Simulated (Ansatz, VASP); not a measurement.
Two plane-wave programs on Sb

```
Sb
1.0
     0.00000    2.49977    2.49977
     2.49977    0.00000    2.49977
     2.49977    2.49977    0.00000
Sb
1
Direct
  0.00000 0.00000 0.00000
```

Alike in both runs: task single point; functional revPBE; k mesh 13 × 13 × 13; occupations fermi-dirac, width 0.1 eV; no spin polarisation.

|  | VASP | Ansatz |
| --- | --- | --- |
| version | VASP 6.6.1 | Ansatz 0.2.0 |
| potentials or method | VASP PAW PBE potentials, release 64 (Sb) | plane waves (420 eV) with PAW, scalar-relativistic |
| plane-wave cutoff (eV) | 520 | 420 |
| valence electrons in the cell | 5 | 15 |

|  | VASP | Ansatz | Ansatz less VASP |
| --- | --- | --- | --- |
| pressure (GPa) | -4.8 | -4.7 | +0.14 |

The two sets of potentials don't hold the same shells in valence.

Caveats: the PAW data sets were made with another functional, which shifts forces and pressure a little (VASP). Spin-orbit coupling is left out, which matters for the levels of Sb.
